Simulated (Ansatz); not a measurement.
# MgS (P6_3mc) in Ansatz: reference runs

Aim: a first look at MgS with PBEsol, on the cell as given and on a disturbed one.

All numbers are computed with Ansatz 0.2.0; they aren't measurements. Logs are shortened: lines on timing, memory, paths and dates and some standing lists are left out, and cuts for length are marked.

## Step 1: The structure

It takes space group P6_3mc (No. 186, hexagonal). Conventional cell: a = 4.035 Å, b = 4.035 Å, c = 6.432 Å, α = 90.00°, β = 90.00°, γ = 120.00°. S (site symmetry 3m) has 4 Mg at 2.45 to 2.47 Å as nearest neighbours. Mg (site symmetry 3m) has 4 S at 2.45 to 2.47 Å as nearest neighbours.

The cell comes from a database or a generator and needn't be the stable form of this composition.

## Step 2: Single point, PBEsol

Input file input.yaml:

```yaml
crystal:
  lattice:
    - [4.0346224068, 0.0, 0.0]
    - [-2.0173112034, 3.494085499, 0.0]
    - [0.0, 0.0, 6.43229418]
  atoms:
    - { symbol: S, position: [0.6666666667, 0.3333333333, 0.87924415] }
    - { symbol: S, position: [0.3333333333, 0.6666666667, 0.37924415] }
    - { symbol: Mg, position: [0.3333333333, 0.6666666667, 0.99575485] }
    - { symbol: Mg, position: [0.6666666667, 0.3333333333, 0.49575485] }
kpoints:
  mp_grid: { grid: [8, 8, 4] }
scf:
  occupations: { method: fermi_dirac, width: 0.05 }
hamiltonian:
  xc: pbesol
  pseudopotentials: { kind: all_electron, lapw: { basis_error: 0.001 } }
output:
  forces: true
  stress: true
  eigenvalues: true
  populations: true
```

Potentials or basis: all-electron LAPW, scalar-relativistic.

Launch:

```console
> ansatz run input.yaml --threads 2 --pin off --max-ram 8192MiB --backend cpu --events-out ev --progress --plain --runs-dir out
```

Output:

```text
Warning: RAYON_NUM_THREADS=2 ignored (pool sized by the plan → 2); use --threads N
S: projections on atomic orbitals take those of the free atom 1s2 2s2 2p6 3s2 3p4, of charge +0.00 (hamiltonian.pseudopotentials.projection_atoms)
Mg: projections on atomic orbitals take those of the free atom 1s2 2s2 2p6 3s2, of charge +0.00 (hamiltonian.pseudopotentials.projection_atoms)
LAPW: plane waves up to 7.415 Å⁻¹, error target 1.0e-3 eV per atom; small_component_spin mean_spin; Mg in spheres of 1.254 Å, 10 of its electrons in bands, Dirac shells []; S in spheres of 1.193 Å, 14 of its electrons in bands, Dirac shells [] (how accurate: hamiltonian.pseudopotentials.lapw.basis_error, Limitations)
Engine: ansatz 0.2.0, aarch64-unknown-linux-gnu
Pseudopotentials: kind: all_electron
Pseudopotential: S, LAPW, valence charge 14, lapw/all_electron/scalar/gaussian/S, Koelling and Harmon's equation, gaussian nucleus
Pseudopotential: Mg, LAPW, valence charge 10, lapw/all_electron/scalar/gaussian/Mg, Koelling and Harmon's equation, gaussian nucleus
Functional definition: PBEsol
  exchange = pbesol_x
  correlation = pbesol_c
Crystal: 4 atoms, lattice volume = 90.678 Å³
Basis set: ecut = 209.45335851116926 eV, 615 PW (Γ), exchange–correlation at level 2
Bands: 29, of which v1, the nominal top of the filled ones, is band 24 counted from 1 (23 counted from 0)
Symmetry: 12 space group operations
Space group: P63mc (ITA 186), of the structure as read, at distance tolerance 4.5e-5 Å
k-points: 30 of 256 (time reversal used)
Non-local potential: S, projectors of the file, none
Non-local potential: Mg, projectors of the file, none
Initial density: superposition of atomic densities (chi_scale 0.1, normalization cell, long waves kept (reshape's long-wave potential 0.00 eV rms))
Initial wavefunctions: plane waves of lowest kinetic energy (no species holds an atomic orbital)
Functional: x = pbesol(κ = 0.804, μ = 0.12345679012345678), c = pbesol(β = 0.046)
iter 1 solved again at ethr=5.72e-3 eV; its pass at ethr=1.00e-1 eV (dr2=2.75e0 eV) is discarded
SCF iter   1: F=—  HF=-32576.946483 eV  |F-HF|=—  |Δ(HF+E_count)|=         —  Δρ=3.97e-2  dr2=2.74e0  ethr=5.72e-3  ⟨swp⟩=2.0  Hψ=6040  notcnv=0
preconditioner: auto → Resta (q_TF=auto, 2.454 Å⁻¹)  ε∞=3.1  [insulator: Δε(μ)=3.978 eV  Ē_g=10.714 eV  σ=0.050 eV  W_gap=1.00  n_scr=22 (ndim 8)  ℏωp=15.6 eV  f_vac=0.019  D(μ)=0.00/eV (n_scr^D=0)  ε∞_Penn≈3.1]
SCF iter   2: F=—  HF=-32576.059927 eV  |F-HF|=—  |Δ(HF+E_count)|=   8.87e-1  Δρ=1.74e-2  dr2=4.94e-1  ethr=5.72e-3  ⟨swp⟩=2.1  Hψ=2644  notcnv=0  defer=1
SCF iter   3: F=—  HF=-32575.990005 eV  |F-HF|=—  |Δ(HF+E_count)|=   6.99e-2  Δρ=7.14e-3  dr2=8.17e-2  ethr=1.03e-3  ⟨swp⟩=2.1  Hψ=2638  notcnv=0
iter 4 solved again at ethr=1.68e-6 eV; its pass at ethr=1.70e-4 eV (dr2=8.07e-4 eV) is discarded
SCF iter   4: F=—  HF=-32575.996166 eV  |F-HF|=—  |Δ(HF+E_count)|=         —  Δρ=1.00e-3  dr2=8.05e-4  ethr=1.68e-6  ⟨swp⟩=2.0  Hψ=4411  notcnv=0
the basis was enlarged: its passes take 204.1 KiB over the memory plan, 2 of 2 planned eigensolver slots
SCF iter   5: F=—  HF=-32575.996769 eV  |F-HF|=—  |Δ(HF+E_count)|=   6.02e-4  Δρ=2.79e-4  dr2=9.78e-5  ethr=1.68e-6  ⟨swp⟩=3.0  Hψ=2630  notcnv=0
SCF iter   6: F=—  HF=-32575.996954 eV  |F-HF|=—  |Δ(HF+E_count)|=   1.85e-4  Δρ=9.60e-5  dr2=1.63e-5  ethr=2.04e-7  ⟨swp⟩=3.0  Hψ=2640  notcnv=0
SCF iter   7: F=—  HF=-32575.996978 eV  |F-HF|=—  |Δ(HF+E_count)|=   2.40e-5  Δρ=2.49e-5  dr2=9.68e-7  ethr=3.40e-8  ⟨swp⟩=3.0  Hψ=2698  notcnv=0
SCF iter   8: F=-32575.996979 eV  HF=-32575.996979 eV  |F-HF|=2.98e-8  |Δ(HF+E_count)|=   1.57e-6  Δρ=6.34e-6  dr2=5.50e-8  ethr=2.02e-9  ⟨swp⟩=3.0  Hψ=2716  notcnv=0
SCF 1 converged in 8 iterations: F = -32575.996979 eV  dr2 = 5.50e-8
SCF converged after 8 iterations
Free energy (F): -32575.996979 eV
Harris-Foulkes:  -32575.996979 eV  (|F-HF|=2.98e-8)
Internal energy: -32575.996979 eV  (E = F + TS)
E sigma→0 (E₀):  -32575.996979 eV
Fermi energy:    5.110599 eV
--- Per-component energies (eV) ---
  E_band       = -3262.270264
  E_kinetic    = 32677.047186
  E_xc         = -2234.040534
  E_electrostatic = -63019.003631  (all electrons and nuclei)
  E_smearing   = -0.000000  (= −TS)
  E_closure    = 0.000000  (closes the sum)
  E_atoms      = -32558.189336  (free atoms, spherical and without spin; not in F)
  Σ components = -32575.996979   (vs F -32575.996979, Δ=0.00e0)
  Basis errors (estimates in eV, not in F): energy 5.0e-4 per atom: plane waves 4.6e-4 (2.8e-4 summed), levels above the bands 1.0e-52, relativity 3.3e-9, radial functions 3.9e-5, core shells 9.2e-13; eigenvalues (radial functions only) 1.7e-6; not estimated: angular momenta, meshes, grids; target (lapw.basis_error) 1.0e-3; muffin-tin radii Mg 1.254 Å, S 1.193 Å
--- Forces (eV/Å), atoms counted from 1 ---
  atom   1  S      0.00000000    -0.00000000    -0.04473689
  atom   2  S      0.00000000     0.00000000    -0.04473689
  atom   3  Mg     0.00000000     0.00000000     0.04470694
  atom   4  Mg     0.00000000    -0.00000000     0.04470694
  max |Σ_I F_I| component: 5.99e-5 eV/Å
--- Stress (GPa, compression-positive) ---
       -0.224864       0.000000       0.000000
        0.000000      -0.224864       0.000000
        0.000000      -0.000000      -0.557402
  P = ⅓ Tr σ = -0.3357 GPa (-3.357 kbar)
--- Band table (eV; the first three rows and the last of 30) ---
  k-point 0: bands = ["-199.4067", "-199.4067", "-144.4521", "-144.4521", "-144.4521", "-144.4521", "-144.4499", "-144.4499", "-70.1213", "-70.1212", "-37.0759", "-37.0732", "-37.0697", "-37.0697", "-37.0692", "-37.0692", "-7.9653", "-7.2203", "0.1755", "2.8616", "2.8616", "3.2844", "3.2844", "3.4473", "6.7161", "7.9985", "10.8042", "10.8042", "11.5457"]
  k-point 1: bands = ["-199.4067", "-199.4067", "-144.4521", "-144.4521", "-144.4521", "-144.4521", "-144.4499", "-144.4499", "-70.1213", "-70.1212", "-37.0755", "-37.0736", "-37.0696", "-37.0696", "-37.0693", "-37.0693", "-7.8702", "-7.3464", "0.5386", "2.7174", "2.9200", "2.9200", "3.2188", "3.2188", "7.4178", "8.1415", "10.7633", "10.7633", "11.1336"]
  k-point 2: bands = ["-199.4067", "-199.4067", "-144.4521", "-144.4521", "-144.4521", "-144.4521", "-144.4499", "-144.4499", "-70.1212", "-70.1212", "-37.0745", "-37.0745", "-37.0695", "-37.0695", "-37.0695", "-37.0695", "-7.6234", "-7.6234", "1.4954", "1.4954", "3.0657", "3.0657", "3.0657", "3.0657", "8.2165", "8.2165", "10.9206", "10.9206", "10.9459"]
  k-point 29: bands = ["-199.4067", "-199.4067", "-144.4521", "-144.4521", "-144.4521", "-144.4521", "-144.4499", "-144.4499", "-70.1212", "-70.1212", "-37.0745", "-37.0745", "-37.0709", "-37.0709", "-37.0704", "-37.0704", "-7.1070", "-7.1070", "0.5427", "0.5427", "1.5614", "1.5614", "2.8979", "2.8979", "8.8759", "8.8759", "9.8954", "9.8954", "11.3962"]
--- Löwdin populations: 4 sites ---
  site symbol       q [e]
     0      S     17.2750
     1      S     17.2750
     2     Mg     10.5884
     3     Mg     10.5884
  spilling = 0.004879 (of n_electrons = 56.000000)
```

It took 13 s on 2 threads of Arm Neoverse V1, shared host; peak memory 0.32 GiB.

Results:

| Property | Result |
| --- | --- |
| Free energy | -32575.9970 eV |
| Pressure | -0.3 GPa |
| Largest force | 0.045 eV/Å |
| Band gap on the k mesh | 3.27 eV, direct |
| Loewdin charges | S -1.27; Mg +1.41 e |

Forces on the atoms (eV/Å):
```
S    0.000  0.000 -0.045
S    0.000  0.000 -0.045
Mg   0.000  0.000  0.045
Mg   0.000  0.000  0.045
```

Caveat: the atomic charges don't sum to the cell's charge.

## Step 3: Single point, PBEsol (atoms moved at random, drawn with an rms of 0.05 Å)

Input file input.yaml:

```yaml
crystal:
  lattice:
    - [4.0346224068, 0.0, 0.0]
    - [-2.0173112034, 3.494085499, 0.0]
    - [0.0, 0.0, 6.43229418]
  atoms:
    - { symbol: S, position: [0.661704, 0.337466, 0.872345] }
    - { symbol: S, position: [0.336414, 0.664944, 0.371503] }
    - { symbol: Mg, position: [0.334058, 0.668633, 0.997507] }
    - { symbol: Mg, position: [0.664455, 0.325347, 0.500851] }
kpoints:
  mp_grid: { grid: [8, 8, 4] }
scf:
  occupations: { method: fermi_dirac, width: 0.05 }
hamiltonian:
  xc: pbesol
  pseudopotentials: { kind: all_electron, lapw: { basis_error: 0.001 } }
output:
  forces: true
  stress: true
  eigenvalues: true
  populations: true
```

Potentials or basis: all-electron LAPW, scalar-relativistic.

Launch:

```console
> ansatz run input.yaml --threads 2 --pin off --max-ram 8192MiB --backend cpu --events-out ev --progress --plain --runs-dir out
```

Output:

```text
Warning: RAYON_NUM_THREADS=2 ignored (pool sized by the plan → 2); use --threads N
S: projections on atomic orbitals take those of the free atom 1s2 2s2 2p6 3s2 3p4, of charge +0.00 (hamiltonian.pseudopotentials.projection_atoms)
Mg: projections on atomic orbitals take those of the free atom 1s2 2s2 2p6 3s2, of charge +0.00 (hamiltonian.pseudopotentials.projection_atoms)
LAPW: plane waves up to 7.605 Å⁻¹, error target 1.0e-3 eV per atom; small_component_spin mean_spin; Mg in spheres of 1.230 Å, 10 of its electrons in bands, Dirac shells []; S in spheres of 1.160 Å, 14 of its electrons in bands, Dirac shells [] (how accurate: hamiltonian.pseudopotentials.lapw.basis_error, Limitations)
Engine: ansatz 0.2.0, aarch64-unknown-linux-gnu
Pseudopotentials: kind: all_electron
Pseudopotential: S, LAPW, valence charge 14, lapw/all_electron/scalar/gaussian/S, Koelling and Harmon's equation, gaussian nucleus
Pseudopotential: Mg, LAPW, valence charge 10, lapw/all_electron/scalar/gaussian/Mg, Koelling and Harmon's equation, gaussian nucleus
[... 56 lines left out ...]
  k-point 1: bands = ["-199.4282", "-199.3814", "-144.4734", "-144.4731", "-144.4708", "-144.4269", "-144.4263", "-144.4257", "-70.1320", "-70.1024", "-37.0838", "-37.0813", "-37.0810", "-37.0546", "-37.0526", "-37.0499", "-7.8737", "-7.3390", "0.4716", "2.6314", "2.9295", "2.9820", "3.2525", "3.2858", "7.3937", "8.1531", "10.7728", "10.7991", "11.1635"]
  k-point 2: bands = ["-199.4282", "-199.3814", "-144.4734", "-144.4731", "-144.4708", "-144.4269", "-144.4263", "-144.4257", "-70.1320", "-70.1024", "-37.0838", "-37.0813", "-37.0810", "-37.0546", "-37.0527", "-37.0500", "-7.6599", "-7.5838", "1.4013", "1.4466", "3.0379", "3.0919", "3.1288", "3.1759", "8.1744", "8.2280", "10.8878", "10.9042", "10.9347"]
  k-point 131: bands = ["-199.4282", "-199.3814", "-144.4734", "-144.4731", "-144.4708", "-144.4269", "-144.4263", "-144.4257", "-70.1319", "-70.1023", "-37.0844", "-37.0830", "-37.0808", "-37.0560", "-37.0529", "-37.0502", "-7.1976", "-7.1239", "0.2436", "0.3199", "2.5553", "2.5788", "2.6067", "2.6192", "7.8838", "7.8866", "9.6566", "9.6701", "12.4532"]
--- Löwdin populations: 4 sites ---
  site symbol       q [e]
     0      S     17.2755
     1      S     17.2745
     2     Mg     10.5876
     3     Mg     10.5896
  spilling = 0.004872 (of n_electrons = 56.000000)
```

populations.tsv:

```text
# site	symbol	l	j	q
# orbitals = lowdin
# n_electrons = 56.000000
# spilling = 0.004872
# projection_atom_S: 1s2 2s2 2p6 3s2 3p4
# projection_atom_Mg: 1s2 2s2 2p6 3s2
0	S	0_1S	-	1.999958
0	S	0_2S	-	1.997208
0	S	0_3S	-	1.842342
0	S	1_2P	-	5.999699
0	S	1_3P	-	5.436294
1	S	0_1S	-	1.999959
1	S	0_2S	-	1.997276
1	S	0_3S	-	1.844361
1	S	1_2P	-	5.999707
1	S	1_3P	-	5.433204
2	Mg	0_1S	-	1.999944
2	Mg	0_2S	-	1.994240
2	Mg	0_3S	-	0.593810
2	Mg	1_2P	-	5.999568
3	Mg	0_1S	-	1.999944
3	Mg	0_2S	-	1.994277
3	Mg	0_3S	-	0.595800
3	Mg	1_2P	-	5.999575
```

It took 55 s on 2 threads of Arm Neoverse V1, shared host; peak memory 0.58 GiB.

Results:

* Free energy: -32575.9729 eV
* Pressure: -0.2 GPa
* Largest force: 0.452 eV/Å
* Band gap on the k mesh: 3.36 eV, direct
* Loewdin charges: S -1.28, -1.27; Mg +1.41 e

Forces on the atoms (eV/Å):
```
S    0.155 -0.054  0.337
S   -0.052 -0.099  0.338
Mg  -0.137  0.041 -0.239
Mg   0.034  0.113 -0.437
```

Stress tensor (GPa, compression positive):
```
-1.10 -0.36 -0.13
-0.36 -0.96  0.20
-0.13  0.20  1.52
```

Caveat: the atomic charges don't sum to the cell's charge.
